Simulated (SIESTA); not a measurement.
Input of a SIESTA 5.4.2 run:

The input HgSe.fdf:

```
SystemName                      HgSe
SystemLabel                     HgSe
NumberOfSpecies                 2
NumberOfAtoms                   2
%block ChemicalSpeciesLabel
  1  80 Hg
  2  34 Se
%endblock ChemicalSpeciesLabel

LatticeConstant                 1.0 Ang
%block LatticeVectors
     0.0000000000     3.0390000000     3.0390000000
     3.0390000000     0.0000000000     3.0390000000
     3.0390000000     3.0390000000     0.0000000000
%endblock LatticeVectors
AtomicCoordinatesFormat         Fractional
%block AtomicCoordinatesAndAtomicSpecies
     0.0000000000     0.0000000000     0.0000000000  1  Hg
     0.7500000000     0.7500000000     0.7500000000  2  Se
%endblock AtomicCoordinatesAndAtomicSpecies

%block kgrid.MonkhorstPack
    6   0   0  0.0
    0   6   0  0.0
    0   0   6  0.0
%endblock kgrid.MonkhorstPack
XC.Functional                   GGA
XC.Authors                      PBE
PAO.BasisSize                   DZP
PAO.EnergyShift                 0.003 Ry
Mesh.Cutoff                     1200 Ry
OccupationFunction              FD
ElectronicTemperature           0.05 eV
MaxSCFIterations                120
SCF.MustConverge                false
SCF.Mixer.Method                Pulay
SCF.Mixer.Weight                0.25
SCF.Mixer.History               8
SCF.DM.Tolerance                5.0e-05
SCF.H.Tolerance                 1.0e-03 eV
WriteForces                     true
Charge.Mulliken                 end
MD.TypeOfRun                    Broyden
MD.Steps                        40
MD.MaxForceTol                  0.01 eV/Ang
MD.MaxDispl                     0.1 Ang
WriteCoorStep                   true
AtomCoorFormatOut               Fractional
MD.VariableCell                 true
MD.MaxStressTol                 0.05 GPa
%block PAO.Basis
  Hg 5
  n=5 0 2
    2.588 0.000
  n=6 0 2
    5.715 0.000
  n=5 1 2
    3.064 0.000
  n=6 1 1
    5.715
  n=5 2 2
    4.977 0.000
  Se 4
  n=4 0 2
    5.139 0.000
  n=4 1 2
    6.735 0.000
  n=3 2 2
    2.657 0.000
  n=4 2 1
    6.735
%endblock PAO.Basis
```

Potentials or basis: PseudoDojo 0.4 standard (PBE files), DZP (energy shift 0.003 Ry; two zetas on semicore shells).

Run with:

```bash
$ siesta < HgSe.fdf > HgSe.out 2>&1
```

(1) Predict the relaxed cell.

(2) What does it give for the space group after relaxing (to 0.05 Å)?

(3) What does it give for the relaxed volume?

Results:

(1) a = 4.442 Å, b = 4.442 Å, c = 4.442 Å, α = 60.00°, β = 60.00°, γ = 60.00°.

(2) F-43m (No. 216).

(3) 30.99 Å³/atom.

Caveat: short orbitals over semicore shells can move pressures by several GPa; the volume moved by +10 % from the deposited cell, more than functionals usually miss; the basis of atomic orbitals isn't converged, which shifts pressures, moduli and gaps.
